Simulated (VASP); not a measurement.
A run of VASP 6.6.1:

The input INCAR:

```
ALGO     = Normal         # electronic algorithm
EDIFF    = 1E-7           # SCF threshold, eV
ENCUT    = 520            # plane-wave cutoff, eV
GGA      = PS             # functional
ISIF     = 2              # what is computed and relaxed
ISMEAR   = 0              # smearing method
ISPIN    = 2              # spin polarisation
LASPH    = True           # aspherical terms in the spheres
LCHARG   = True           # write CHGCAR
LELF     = True           # ELF
LMAXMIX  = 4              # l up to which the mixer works
LORBIT   = 11             # projections on sites
LREAL    = False          # projectors in reciprocal space
LWAVE    = False          # write WAVECAR
MAGMOM   = 2 0            # initial moments
NELM     = 100            # most SCF steps
PREC     = Accurate       # precision mode
SIGMA    = 0.02           # smearing width, eV
```

File KPOINTS:

```
k-points
0
Gamma
  11 11 10
```

The input POSCAR:

```
CoO
1.0
    2.8284500000      0.0000000000      0.0000000000
   -1.4142300000      2.4495100000      0.0000000000
    0.0000000000      0.0000000000      2.7217200000
Co O
1 1
Direct
    0.0000000000      0.0000000000      0.5000000000
    0.6666700000      0.3333300000      0.0000000000
```

Potentials or basis: VASP PAW PBE potentials, release 64 (Co, O).

Run with:

```console
$ cat potpaw_PBE.64/Co/POTCAR potpaw_PBE.64/O/POTCAR > POTCAR
$ mpirun -np 1 vasp_std > vasp.out
```

Hardware: 1 thread of Intel(R) Xeon(R) Platinum 8375C CPU @ 2.90GHz (Ice Lake) (shared host).

Problem. How long does it take, and how much memory?

Solution. Wall time 63 s on 1 thread of Intel(R) Xeon(R) Platinum 8375C CPU @ 2.90GHz (Ice Lake) (shared host), peak memory 0.21 GiB. Counts: scf iterations 19, k points 216.
